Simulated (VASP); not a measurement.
Write the native input for VASP 6.6.1 that does the following.

```yaml
Task: relaxation of cell and atoms
Functional: PBE
Dispersion: D2
Potentials_or_basis: VASP PAW PBE potentials, release 64 (Tm)
Cutoff: 600 eV
k_mesh: 7 × 7 × 7
Occupations: fermi-dirac, width 0.05 eV
Spin: collinear spin, ferromagnetic start
Starting_moments: "[2.0] μB"
Further_INCAR_settings: ALGO = Normal; EDIFF = 1e-07; IBRION = 2; EDIFFG = -0.01; NSW = 40; ISIF = 3
```

The structure of Tm lies in POSCAR:

```
Tm
1.0
   -1.9705499473      1.9705499473      1.9705499473
    1.9705499473     -1.9705499473      1.9705499473
    1.9705499473      1.9705499473     -1.9705499473
Tm
1
Direct
    0.0000000000      0.0000000000      0.0000000000
```

This isn't the form of Tm at room conditions, which is hcp.

The input as run:

INCAR

```
SYSTEM = Tm
ALGO = Normal
EDIFF = 1E-7
EDIFFG = -0.01
ENCUT = 600
GGA = PE
IBRION = 2
ISIF = 3
ISMEAR = -1
ISPIN = 2
IVDW = 1
LASPH = .TRUE.
LCHARG = .FALSE.
LMAXMIX = 6
LORBIT = 11
LREAL = .FALSE.
LWAVE = .FALSE.
MAGMOM = 2
NELM = 120
NSW = 40
PREC = Accurate
SIGMA = 0.05
```

KPOINTS

```
k-points
0
G
  7 7 7
  0 0 0
```

Potentials or basis: VASP PAW PBE potentials, release 64 (Tm).

Command:

```sh
$ cat potpaw_PBE.64/Tm/POTCAR > POTCAR
$ mpirun -np 1 vasp_std > vasp.out
```

Results of the run:

| Item | Value |
| --- | --- |
| Relaxed volume | 31.70 Å³/atom |
| Relaxed cell | a = 3.453 Å, b = 3.453 Å, c = 3.453 Å, α = 109.47°, β = 109.47°, γ = 109.47° |
| Space group after relaxing (to 0.05 Å) | Im-3m (No. 229) |
| Energy gained by relaxing | 5.6 meV/atom |
| Ionic steps | 9 |
| Pressure after relaxing | 0.0 GPa |
| Band gap on the k mesh | none (metal or under the smearing width) |
| Net moment | -1.14 μB per cell |
| Site moments | Tm -1.22 μB |
| Valence electrons inside the program's atomic spheres | Tm 21.05 |
| Dispersion energy per atom | -2.419 eV |

Caveat: the magnetic or orbital state may not be the lowest; atom-pairwise D2, TS and ULG terms overbind metals; spin-orbit coupling is left out, which moves the levels of the heavy elements; pairwise dispersion overbinds metals, which lowers pressure and volume.

Run time: 3.6 min on 1 thread of Intel(R) Xeon(R) 6975P-C (Granite Rapids), on a shared host, peak memory 0.2 GiB.
